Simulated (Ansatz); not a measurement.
Runs of Ansatz 0.2.0 on CsPbBr3. Symmetry: Pm-3m, No. 221, cubic system. Conventional cell: a = 5.870 Å, b = 5.870 Å, c = 5.870 Å, α = 90.00°, β = 90.00°, γ = 90.00°. Around Pb (site symmetry m-3m) lie 6 Br at 2.94 Å. Around Cs (site symmetry m-3m) lie 12 Br at 4.15 Å. Around Br (site symmetry 4/mmm) lie 2 Pb at 2.94 Å. Measurements of this composition are mostly on another form, of space group No. 62.

```tsv
task	level	spin	cell	k mesh	cutoff (eV)	smearing	points for each segment of the path	gap on the mesh (eV)	pressure (GPa)
band structure	r2SCAN	off	as given	5 × 5 × 5	500	fermi-dirac 0.05 eV	14	-	(a)
Born charges	PBEsol	off	as given	4 × 4 × 4	420	fixed	-	(b)	-
band structure	LDA	off	as given	5 × 5 × 5	420	fermi-dirac 0.05 eV	14	-	-1.2
band structure	PBEsol	SOC, no magnetisation	as given	5 × 5 × 5	420	fermi-dirac 0.05 eV	14	-	-0.2
relaxation of cell and atoms	LDA	off	relaxed	5 × 5 × 5	420	fermi-dirac 0.05 eV	-	2.46	0.0
```

Alike in all rows: potentials or basis Ansatz PAW.

Fill in the values left out.

(a) 0.7; (b) 1.42.

Caveats: the PAW data sets come from PBE, with cores solved anew for the run's functional, which leaves a small shift of forces and pressure; spin-orbit coupling is left out, which moves the levels of the heavy elements (some runs); spin-orbit coupling is left out, which as a rule narrows the gap of such compounds by several tenths of an eV (some runs); odd divisions of the mesh miss points on the zone boundary, where band edges often lie, so the gap on the mesh can be too wide (some runs); the plane-wave basis is chosen anew once the cell has moved, so the energies of steps on either side of that aren't comparable (some runs).

A k mesh can miss the band edges, and rows without SOC leave out spin-orbit coupling on Br, Cs, Pb.
